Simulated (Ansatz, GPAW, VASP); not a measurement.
# GaSb: programs and potentials compared

```
Sb Ga
1.0
     0.00000    3.05900    3.05900
     3.05900    0.00000    3.05900
     3.05900    3.05900    0.00000
Sb Ga
1 1
Direct
  0.75000 0.75000 0.75000
  0.00000 0.00000 0.00000
```

Alike in all runs: task single point; functional PBE; k mesh 8 × 8 × 8; occupations gaussian, width 0.015 eV; no spin polarisation; no spin-orbit coupling. Pressure is positive in compression and, in plane waves, holds the error of the finite cutoff.

| program and potentials | plane-wave cutoff (eV) | notes | band gap (eV) | pressure (GPa) |
| --- | --- | --- | --- | --- |
| VASP, PBE PAW files Ga_d, Sb, 520 eV | 520 | - | 0.04 | 2.34 |
| GPAW, GPAW PAW data sets (gpaw-data 1.2.1) | 600 | - | 0.09 | 2.31 |
| Ansatz, all-electron LAPW, scalar-relativistic | - | - | 0.04 | 2.29 |

The band gap spans 0.04 (VASP, PBE PAW files Ga_d, Sb, 520 eV) to 0.09 eV (GPAW, GPAW PAW data sets (gpaw-data 1.2.1)), with all-electron results at 0.04. The pressure spans 2.29 (Ansatz, all-electron LAPW, scalar-relativistic) to 2.34 GPa (VASP, PBE PAW files Ga_d, Sb, 520 eV), with all-electron results at 2.29. Spin-orbit coupling, left out here, moves the band edges of heavy atoms.

Differences between rows come from potentials, basis sets and numerical settings, since the functional is the same but for its coding. Runs on potential files found faulty are left out.

The three runs agree closely on the pressure, and the positive sign means that PBE would expand this cell. This fits the functional's usual underbinding of III-V semiconductors. The gaps also differ little in absolute terms, but the spread is comparable to the gap itself, perhaps because the s-like conduction edge is sensitive to how the core region is represented.

All three gaps are far below the well-known gap of GaSb, and the all-electron result rules out the pseudized cores as the main cause. The error lies chiefly in the semilocal functional, which lacks the derivative discontinuity and places the antibonding, s-derived conduction minimum too close to the Sb p-like valence top. Compression normally raises that minimum relative to the valence top, so relaxing to the PBE volume would probably narrow or close the gap. The agreement therefore supports the consistency of the potentials for this cell, but not a near-gapless character for real GaSb.
